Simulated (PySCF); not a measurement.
Molecule: `CC(=O)O`, C2H4O2.

Numbering as in the mapped SMILES `[CH3:1][C:2](=[O:3])[OH:4]`. Hydrogens are named by the atom that carries them.

Spin–spin couplings on one PBE0-D3(BJ)/def2-SVP geometry, PySCF 2.14.0 with density-fitted response routines, gas phase, non-relativistic, equivalent pairs averaged; isotopes 1H; functional B3LYP.

Reference values (Hz): 2J(H(C1),H(C1)) = -14.5 (measured; solution (compiled); Pretsch, Buehlmann, Badertscher, Structure Determination of Organic Compounds, 4th ed., Springer 2009).

How do the couplings (Hz) change with the basis set? Times are CPU seconds on shared hosts with different chips, so compare them loosely. Far from the basis limit: 6-31G*, 6-31G-J, pcJ-0, def2-TZVP, cc-pVTZ.

Results:


```tsv
basis set	functions	2J(H(C1),H(C1))	abs. error	core-s
6-31G*	64	-16.5	2.0	3.2
6-31G-J	64	-18.1	3.6	3.6
pcJ-0	64	-14.7	0.2	3.9
pcJ-1	148	-15.2	0.7	14
def2-TZVP	148	-12.9	1.6	9.9
cc-pVTZ	176	-12.2	2.3	13
aug-cc-pVTZ-J	264	-15.4	0.9	22
pcJ-2	300	-15.2	0.7	25
```

Errors compare magnitudes, without vibrational corrections. Closest: pcJ-0; furthest: 6-31G-J.

The Fermi-contact term samples the wavefunction at the nucleus, which is why sets with added tight s functions (names with J) are made for couplings. Agreement of an ordinary basis with the reference is then largely a cancellation of errors.
